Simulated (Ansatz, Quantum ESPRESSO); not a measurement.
# BaS (Fm-3m): phonons by linear response, part 3 of 4

How does BaS (Fm-3m) vibrate, and is this structure a minimum?

Quantum ESPRESSO 7.5; DFT PBE, scalar-relativistic, plane waves, PseudoDojo norm-conserving pseudopotentials.

So far, highest frequency (cm⁻¹): step 7 (dispersion) 243. The relaxed cell has a = 6.426 Å (conventional setting).

### Step 8. Sums over the zone

Sums over the zone need many more wavevectors than were solved, so the interpolation is sampled on a dense mesh.

File matdyn.in:

```
&INPUT
  asr    = 'crystal'
  flfrc  = 'x.fc'
  dos    = .true.
  fldos  = 'x.dos'
  nk1    = 12
  nk2    = 12
  nk3    = 12
  deltaE = 1.0
/
```

Started as:

```
$ matdyn.x -in matdyn.in > matdyn.out
```

Numbers of over 12 decimals in the logs are rounded to 6 here.

Log:

```text
[banner, memory and clock lines left out]
Program MATDYN v.7.5

 mass for atomic type   1 not given; uses mass from file x.fc
 mass for atomic type   2 not given; uses mass from file x.fc
 Norm of the difference between old and new effective charges:    6.504e-17

 Norm of the difference between old and new force-constants:   6.65556e-06
```

The job ended after 1.3 s (1 thread of Arm Neoverse V2, shared host).

Read from the output:

- share of modes beyond 3i cm⁻¹ on the dense interpolated mesh: 0
- zero-point energy per atom: 23.05 meV
- heat capacity at 300 K: 24.11 J/(mol atoms K)
- vibrational entropy at 300 K: 40.65 J/(mol atoms K)

The phonon density of states has structure finer than the step of the table below, so its rows give means over 10 cm⁻¹, whole bins alone (the curve runs from 0 to 243 cm⁻¹). Peaks (cm⁻¹: height): total 68.0: 0.208, 101.0: 0.0664, 150.0: 0.208; Ba 68.0: 0.201, 101.0: 0.0638; S 150.0: 0.197.

Tetrahedra. The phonon density of states by wavenumber; means over each step; values in 1/cm⁻¹/cell:

| wavenumber (cm⁻¹) | total | Ba | S |
| --- | --- | --- | --- |
| 10 | 1.1e-4 | 9.0e-5 | 2.0e-5 |
| 20 | 7.8e-4 | 6.5e-4 | 1.3e-4 |
| 30 | 0.00247 | 0.00208 | 3.8e-4 |
| 40 | 0.00588 | 0.00509 | 7.8e-4 |
| 50 | 0.0131 | 0.0118 | 0.00136 |
| 60 | 0.0406 | 0.0379 | 0.00274 |
| 70 | 0.0960 | 0.0920 | 0.00396 |
| 80 | 0.0418 | 0.0399 | 0.00185 |
| 90 | 0.0156 | 0.0146 | 1.0e-3 |
| 100 | 0.0430 | 0.0411 | 0.00185 |
| 110 | 0.0282 | 0.0271 | 0.00108 |
| 120 | 0.0109 | 0.0107 | 2.4e-4 |
| 130 | 0.00108 | 0.00107 | 9.0e-6 |
| 140 | 0.0144 | 0.00155 | 0.0129 |
| 150 | 0.116 | 0.00633 | 0.110 |
| 160 | 0.0636 | 0.00278 | 0.0608 |
| 170 | 0.0166 | 3.8e-4 | 0.0163 |
| 180 | 0.0158 | 1.8e-4 | 0.0157 |
| 190 | 0.0151 | 2.5e-4 | 0.0149 |
| 200 | 0.0157 | 4.6e-4 | 0.0153 |
| 210 | 0.0166 | 7.7e-4 | 0.0158 |
| 220 | 0.0144 | 0.00113 | 0.0132 |
| 230 | 0.00852 | 0.00113 | 0.00738 |

Harmonic thermodynamic functions per atom, summed over the density of states scaled to three modes an atom; melting is ignored. Thermodynamic functions:

| T (K) | F_vib (meV/atom) | S (J/mol-atom/K) | C_V (J/mol-atom/K) |
| --- | --- | --- | --- |
| 0 | 23.05 | 0 | 0 |
| 50 | 22.14 | 5.763 | 10.72 |
| 100 | 16.38 | 16.21 | 18.96 |
| 200 | -8.74 | 31.04 | 23.15 |
| 300 | -46.2 | 40.65 | 24.11 |
| 400 | -92.12 | 47.64 | 24.47 |
| 500 | -144.4 | 53.12 | 24.64 |
| 600 | -201.9 | 57.63 | 24.73 |
| 700 | -263.6 | 61.44 | 24.79 |
| 800 | -329.1 | 64.75 | 24.82 |
| 900 | -397.8 | 67.68 | 24.85 |
| 1000 | -469.3 | 70.3 | 24.87 |

At 300 K the heat capacity has reached 97 % of the Dulong-Petit value.

### Step 9. Modes with the sum rule

A rigid shift of the crystal must cost nothing, but grids and finite bases break this; the acoustic sum rule is imposed before the matrix is diagonalised again. With Born charges the intensities follow, and the static dielectric tensor.

File dynmat.in:

```
&INPUT
  fildyn = 'x.dyn1'
  asr    = 'simple'
  lperm  = .true.
/
```

Started as:

```
$ dynmat.x -in dynmat.in > dynmat.out
```

Log:

```text
[banner, memory and clock lines left out]
Program DYNMAT v.7.5

     Reading Dynamical Matrix from file x.dyn1
     ...Force constants read
     ...epsilon and Z* read
     A direction for q was not specified:TO-LO splitting will be absent

     Polarizability (A^3 units)
     multiply by 0.442646 for Clausius-Mossotti correction
        19.937543   -0.000000    0.000000
        -0.000000   19.937543    0.000000
        -0.000000   -0.000000   19.937543

     IR activities are in (D/A)^2/amu units

# mode   [cm-1]    [THz]      IR
    1      0.00    0.0000    0.0000
    2      0.00    0.0000    0.0000
    3      0.00    0.0000    0.0000
    4    135.38    4.0585    6.0438
    5    135.38    4.0585    6.0438
    6    135.38    4.0585    6.0438

Electronic dielectric permittivity tensor (relative, adimensional)
         4.777419   -0.000000    0.000000
        -0.000000    4.777419    0.000000
        -0.000000   -0.000000    4.777419

 ... with zone-center polar mode contributions
        15.381785    0.000000    0.000000
         0.000000   15.381785    0.000000
         0.000000    0.000000   15.381785
```

The job ended after 0.47 s (1 thread).

Read from the output:

```
mean static dielectric constant : 15.38
```

Zone-centre frequencies as printed; negative means imaginary. Modes:

| mode | frequency (cm⁻¹) |
| --- | --- |
| 1 | 0 |
| 2 | 0 |
| 3 | 0 |
| 4 | 135.4 |
| 5 | 135.4 |
| 6 | 135.4 |

Degenerate modes summed, no LO-TO term. Lines of the infrared spectrum (strongest = 100):

| position (cm⁻¹) | lines merged | label | IR intensity, relative |
| --- | --- | --- | --- |
| 135 | 3 | T1u | 100 |

Static dielectric tensor (ions relaxed, fixed cell):

```
15.38  0.00  0.00
 0.00 15.38  0.00
 0.00  0.00 15.38
```

The rule moves no optical mode by more than 0.1 cm⁻¹.

### Step 10. Sum rules set otherwise (asr crystal)

The rule can be imposed in more than one way; the choices should agree where the raw error is small.

File dynmat.in:

```
&INPUT
  fildyn = 'x.dyn1'
  asr    = 'crystal'
  lperm  = .true.
/
```

Started as:

```
$ dynmat.x -in dynmat.in > dynmat.out
```

Log:

```text
[banner, memory and clock lines left out]
Program DYNMAT v.7.5

     Reading Dynamical Matrix from file x.dyn1
     ...Force constants read
     ...epsilon and Z* read
     Acoustic Sum Rule: || Z*(ASR) - Z*(orig)|| =    9.456100E-03
     Acoustic Sum Rule: ||dyn(ASR) - dyn(orig)||=    1.882478E-05
     A direction for q was not specified:TO-LO splitting will be absent

     Polarizability (A^3 units)
     multiply by 0.442646 for Clausius-Mossotti correction
        19.937543   -0.000000    0.000000
        -0.000000   19.937543    0.000000
        -0.000000   -0.000000   19.937543

     IR activities are in (D/A)^2/amu units

# mode   [cm-1]    [THz]      IR
    1      0.00    0.0000    0.0000
    2      0.00    0.0000    0.0000
    3      0.00    0.0000    0.0000
    4    135.37    4.0583    6.0438
    5    135.37    4.0583    6.0438
    6    135.37    4.0583    6.0438

Electronic dielectric permittivity tensor (relative, adimensional)
         4.777419   -0.000000    0.000000
        -0.000000    4.777419    0.000000
        -0.000000   -0.000000    4.777419

 ... with zone-center polar mode contributions
        15.383102    0.000000    0.000000
         0.000000   15.383102    0.000000
         0.000000    0.000000   15.383102
```

Run time: 0.47 s. Hardware: 1 thread.

Zone-centre frequencies as printed; negative means imaginary. Modes:

| mode | frequency (cm⁻¹) |
| --- | --- |
| 1 | 0 |
| 2 | 0 |
| 3 | 0 |
| 4 | 135.4 |
| 5 | 135.4 |
| 6 | 135.4 |

Against the first rule no mode moves by more than 0.1 cm⁻¹.

### Step 11. Sum rules set otherwise (asr no)

Without the rule the raw error of the acoustic modes shows.

File dynmat.in:

```
&INPUT
  fildyn = 'x.dyn1'
  asr    = 'no'
  lperm  = .true.
/
```

Started as:

```
$ dynmat.x -in dynmat.in > dynmat.out
```

Log:

```text
[banner, memory and clock lines left out]
Program DYNMAT v.7.5

     Reading Dynamical Matrix from file x.dyn1
     ...Force constants read
     ...epsilon and Z* read
     A direction for q was not specified:TO-LO splitting will be absent

     Polarizability (A^3 units)
     multiply by 0.442646 for Clausius-Mossotti correction
        19.937543   -0.000000    0.000000
        -0.000000   19.937543    0.000000
        -0.000000   -0.000000   19.937543

     IR activities are in (D/A)^2/amu units

# mode   [cm-1]    [THz]      IR
    1     -1.18   -0.0354    0.0000
    2     -1.18   -0.0354    0.0000
    3     -1.18   -0.0354    0.0000
    4    135.36    4.0580    6.0549
    5    135.36    4.0580    6.0549
    6    135.36    4.0580    6.0549

Electronic dielectric permittivity tensor (relative, adimensional)
         4.777419   -0.000000    0.000000
        -0.000000    4.777419    0.000000
        -0.000000   -0.000000    4.777419

 ... with zone-center polar mode contributions
        15.403918    0.000000   -0.000000
         0.000000   15.403918   -0.000000
        -0.000000   -0.000000   15.403918
```

Run time: 0.47 s. Hardware: 1 thread.

This step gave:

* mean static dielectric constant: 15.40

Zone-centre frequencies as printed; negative means imaginary. Modes:

| mode | frequency (cm⁻¹) |
| --- | --- |
| 1 | -1.18 |
| 2 | -1.18 |
| 3 | -1.18 |
| 4 | 135.4 |
| 5 | 135.4 |
| 6 | 135.4 |

Against the first rule no mode moves by more than 1.2 cm⁻¹.

### Step 12. The LO-TO splitting (1 0 0)

A longitudinal polar mode sets up a macroscopic field that stiffens it; the term hangs on the direction from which q goes to zero.

File dynmat.in:

```
&INPUT
  fildyn = 'x.dyn1'
  asr    = 'simple'
  q(1)   = 1.0
  q(2)   = 0.0
  q(3)   = 0.0
/
```

Started as:

```
$ dynmat.x -in dynmat.in > dynmat.out
```

Log:

```text
[banner, memory and clock lines left out]
Program DYNMAT v.7.5

     Reading Dynamical Matrix from file x.dyn1
     ...Force constants read
     ...epsilon and Z* read

     Polarizability (A^3 units)
     multiply by 0.442646 for Clausius-Mossotti correction
        19.937543   -0.000000    0.000000
        -0.000000   19.937543    0.000000
        -0.000000   -0.000000   19.937543

     IR activities are in (D/A)^2/amu units

# mode   [cm-1]    [THz]      IR
    1      0.00    0.0000    0.0000
    2      0.00    0.0000    0.0000
    3      0.00    0.0000    0.0000
    4    135.38    4.0585    6.0438
    5    135.38    4.0585    6.0438
    6    242.91    7.2824    6.0438
```

Wall time 0.47 s (1 thread).

Read from the output:

| Quantity | Value |
| --- | --- |
| highest mode moved by the LO-TO term | 242.9 cm⁻¹ |

Zone-centre frequencies as printed; negative means imaginary. Modes:

| mode | frequency (cm⁻¹) |
| --- | --- |
| 1 | 0 |
| 2 | 0 |
| 3 | 0 |
| 4 | 135.4 |
| 5 | 135.4 |
| 6 | 242.9 |

The field moves one mode, from 135 to 243 cm⁻¹; the others stay.

### Step 13. The dispersion under another sum rule (asr no)

The sum rule corrects the force constants themselves, so it can shift branches at any wavevector, low ones most.

File matdyn.in:

```
&INPUT
  asr              = 'no'
  flfrc            = 'x.fc'
  flfrq            = 'x.freq'
  flvec            = 'x.modes'
  q_in_band_form   = .true.
  q_in_cryst_coord = .true.
/
8
  0.0000000   0.0000000   0.0000000   8  ! GAMMA
 -0.0000000   0.5000000   0.5000000   8  ! X
 -0.0000000   0.6250000   0.3750000   1  ! U
 -0.3750000   0.3750000   0.0000000   8  ! K
  0.0000000   0.0000000   0.0000000   8  ! GAMMA
 -0.0000000   0.5000000  -0.0000000   8  ! L
 -0.2500000   0.5000000   0.2500000   8  ! W
 -0.0000000   0.5000000   0.5000000   1  ! X
```

Started as:

```
$ matdyn.x -in matdyn.in > matdyn.out
```

Log:

```text
[banner, memory and clock lines left out]
Program MATDYN v.7.5

 mass for atomic type   1 not given; uses mass from file x.fc
 mass for atomic type   2 not given; uses mass from file x.fc
```

Wall time 0.49 s (1 thread).

Read from the output:

- lowest frequency on the path: -1.182 cm⁻¹

At the labelled points the branches move by no more than 1.3 cm⁻¹.

(Continued in part 4 of 4.)

[Host names and launcher messages were left out of these logs when they were recorded.]

[Logs are printed without paths, hosts, clocks, repeated set-up lines and the standing remarks that a program may print on its own settings, such as how far it seeks lower states.]

[Hosts, paths, dates, database ids (printed as entryN), source tags and the programs' standing remarks are cut or masked in the printed files.]
